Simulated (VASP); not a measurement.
Output of a VASP run:

**OUTCAR**
```
 ion  position               nearest neighbor table
   1  0.000  0.000  0.000-
   2  0.500  0.500  0.500-
  LATTYP: Found a simple cubic cell.
 ALAT       =     4.6709246997
 Subroutine PRICEL returns:
 Original cell was already a primitive cell.
 Subroutine GETGRP returns: Found 48 space group operations
The static configuration has the point symmetry O_h .
The dynamic configuration has the point symmetry O_h .
 Subroutine INISYM returns: Found 48 space group operations
 Subroutine IBZKPT returns following result:
 Found     10 irreducible k-points:

 Following reciprocal coordinates:
            Coordinates               Weight
  0.000000  0.000000  0.000000      1.000000
  0.250000  0.000000  0.000000      6.000000
  0.500000  0.000000  0.000000      3.000000
  0.250000  0.250000  0.000000     12.000000
  0.500000  0.250000  0.000000     12.000000
  0.500000  0.500000  0.000000      3.000000
  0.250000  0.250000  0.250000      8.000000
  0.500000  0.250000  0.250000     12.000000
  0.500000  0.500000  0.250000      6.000000
  0.500000  0.500000  0.500000      1.000000
 Subroutine IBZKPT_HF returns following result:
   k-points           NKPTS =     10   k-points in BZ     NKDIM =     64   number of bands    NBANDS=     12
   number of dos      NEDOS =    301   number of ions     NIONS =      2
   total plane-waves  NPLWV =  46656
   dimension x,y,z NGX =    36 NGY =   36 NGZ =   36
   dimension x,y,z NGXF=    72 NGYF=   72 NGZF=   72
   ions per type =               1   1
   PREC   = accura    normal or accurate (medium, high low for compatibility)
   ISTART =      1    job   : 0-new  1-cont  2-samecut
   ICHARG =      0    charge: 1-file 2-atom 10-const
   ISPIN  =      1    spin polarized calculation?
   LNONCOLLINEAR =      F non collinear calculations
   LSORBIT =      F    spin-orbit coupling
   INIWAV =      1    electr: 0-lowe 1-rand  2-diag
   ENCUT  =  520.0 eV  38.22 Ry    6.18 a.u.   8.68  8.68  8.68*2*pi/ulx,y,z
   NELM   =     60;   NELMIN=  2; NELMDL=  0     # of ELM steps
   EDIFF  = 0.1E-05   stopping-criterion for ELM
   LREAL  =      F    real-space projection
   NLSPLINE    = F    spline interpolate recip. space projectors
   LMAXMIX     =    4 max onsite mixed and CHGCAR
   VOSKOWN=      0    Vosko Wilk Nusair interpolation
   EDIFFG = 0.1E-04   stopping-criterion for IOM
   NSW    =      0    number of steps for IOM
   NBLOCK =      1;   KBLOCK =      1    inner block; outer block
   IBRION =     -1    ionic relax: 0-MD 1-quasi-New 2-CG
   NFREE  =      0    steps in history (QN), initial steepest desc. (CG)
   ISIF   =      2    stress and relaxation
   ISYM   =      3    0-nonsym 1-usesym 2-fastsym
   TEIN   =    0.0    initial temperature
   TEBEG  =    0.0;   TEEND  =   0.0 temperature during run
   SMASS  =  -3.00    Nose mass-parameter (am)
   PSTRESS=    0.0 pullay stress
   NELECT =      16.0000    total number of electrons
   EFERMI =   0.00;   METHOD = LEGACY
   ISMEAR =     0;   SIGMA  =   0.05  broadening in eV -4-tet -1-fermi 0-gaus
   IALGO  =     38    algorithm
   LDIAG  =      T    sub-space diagonalisation (order eigenvalues)
   IMIX   =      1    mixing-type and parameters
     AMIX     =   0.40;   BMIX     =  1.00
     AMIX_MAG =   1.60;   BMIX_MAG =  1.00
     AMIN     =   0.10
   GGA     = PE    functional components
   VOSKOWN =     0    Vosko Wilk Nusair interpolation
   LHFCALC =     T    Hartree Fock is set to
   NKREDX  =     1    reduce k-point grid by
   AEXX    =    0.2500 exact exchange contribution
   HFSCREEN=    0.0000 screening length (either q_TF or 0.3 A-1)
   HFRCUT  =   -1.0000 spherical cutoff for potential kernel
   AGGAX   =    0.7500 GGA exchange part
   ALDAC   =    1.0000 LDA correlation
   AGGAC   =    1.0000 GGA correlation
  energy-cutoff  :      520.00
  volume of cell :      101.91
      direct lattice vectors                 reciprocal lattice vectors
...
```

**OSZICAR**
```
       N       E                     dE             d eps       ncg     rms          rms(c)
DAV:   1    -0.680438335120E+01   -0.68044E+01   -0.58738E-01   240   0.669E+00    0.375E+00
DAV:   2    -0.680829281407E+01   -0.39095E-02   -0.99951E-03   272   0.701E-01    0.239E+00
DAV:   3    -0.680741970167E+01    0.87311E-03   -0.76204E-04   276   0.206E-01    0.139E+00
DAV:   4    -0.680707865284E+01    0.34105E-03   -0.24031E-04   248   0.111E-01    0.811E-01
DAV:   5    -0.680696610984E+01    0.11254E-03   -0.83109E-05   268   0.683E-02    0.472E-01
DAV:   6    -0.680693120879E+01    0.34901E-04   -0.25640E-05   276   0.386E-02    0.276E-01
DAV:   7    -0.680692132532E+01    0.98835E-05   -0.77201E-06   272   0.218E-02    0.161E-01
DAV:   8    -0.680691927922E+01    0.20461E-05   -0.25170E-06   260   0.128E-02    0.932E-02
DAV:   9    -0.680691943392E+01   -0.15471E-06   -0.78911E-07   156   0.793E-03
   1 F= -.68069194E+01 E0= -.68069194E+01  d E =-.712018E-17
       N       E                     dE             ncg
```

File OUTCAR:
```
------------------------ aborting loop because EDIFF is reached ----------------------------------------
  FORCE on cell =-STRESS in cart. coord.  units (eV):
  Direction    XX          YY          ZZ          XY          YZ          ZX
  --------------------------------------------------------------------------------------
  Total       -0.1745466     -0.1745466     -0.1745466      0.0000000      0.0000000     -0.0000000
  in kB       -2.7441842     -2.7441842     -2.7441842      0.0000000      0.0000000     -0.0000000
  external PRESSURE =      -2.7441842 kB  Pullay stress =       0.0000000 kB
  volume of cell :      101.91
      direct lattice vectors                 reciprocal lattice vectors
     4.670924700  0.000000000  0.000000000     0.214090371  0.000000000  0.000000000
     0.000000000  4.670924700  0.000000000     0.000000000  0.214090371  0.000000000
     0.000000000  0.000000000  4.670924700     0.000000000  0.000000000  0.214090371
 POSITION                                       TOTAL-FORCE (eV/Angst)
 -----------------------------------------------------------------------------------
      0.00000      0.00000      0.00000         0.000000      0.000000      0.000000
      2.33546      2.33546      2.33546         0.000000      0.000000      0.000000
 -----------------------------------------------------------------------------------
    total drift:                               -0.000000      0.000000     -0.000000
  FREE ENERGIE OF THE ION-ELECTRON SYSTEM (eV)
  ---------------------------------------------------
  free  energy   TOTEN  =        -6.8069194339 eV

  energy  without entropy=       -6.8069194339  energy(sigma->0) =       -6.80691943

  exchange ACFDT corr.  =         0.00000000  see jH, gK, PRB 81, 115126
```
(Selected blocks of OUTCAR.)

**POSCAR**
```
CsI
1
    4.6709246997     0.0000000000     0.0000000000
    0.0000000000     4.6709246997     0.0000000000
    0.0000000000     0.0000000000     4.6709246997
Cs I
1 1
Direct
  0.0000000000   0.0000000000   0.0000000000
  0.5000000000   0.5000000000   0.5000000000
```

**Question.** Write an INCAR and KPOINTS that could have produced this output.

**Answer.** One answer among several that fit: the input of the run itself, PBE0 hybrid, plane waves, VASP's PBE PAW potentials (set 64).

File KPOINTS:
```
K-points
0
Gamma
  4 4 4
0 0 0
```

KPOINTS_OPT:
```
named points and PBE's band edges
6
Reciprocal
  0.000000   0.000000   0.000000 1 ! GAMMA
  0.500000   0.500000   0.500000 1 ! R
  0.500000   0.500000   0.000000 1 ! M
  0.000000   0.500000   0.000000 1 ! X
  0.464290   0.500000   0.000000 1 ! near an edge
  0.000000   0.035710   0.000000 1 ! near an edge
```

### INCAR
```
# general
SYSTEM    =  CsI
PREC      =  Accurate
ENCUT     =  520
LREAL     =  .False.
LASPH     =  .True.
ISYM      =  3

# electronic loop
EDIFF     =  1E-6
NELM      =  60
ALGO      =  Normal
LMAXMIX   =  4

# smearing
ISMEAR    =  0
SIGMA     =  0.05

# functional
GGA       =  PE
LHFCALC   =  .True.
AEXX      =  0.25
HFRCUT    =  -1
PRECFOCK  =  Fast

# ions
ISIF      =  2

# output
LWAVE     =  .False.
LCHARG    =  .False.
```

POTCAR, in this order: Cs_sv I (PBE.64 set). Program: vasp_std. Read from the step before: WAVECAR.

The compound is CsI in the CsCl type structure. It was relaxed first, which changed the volume by +7 %.
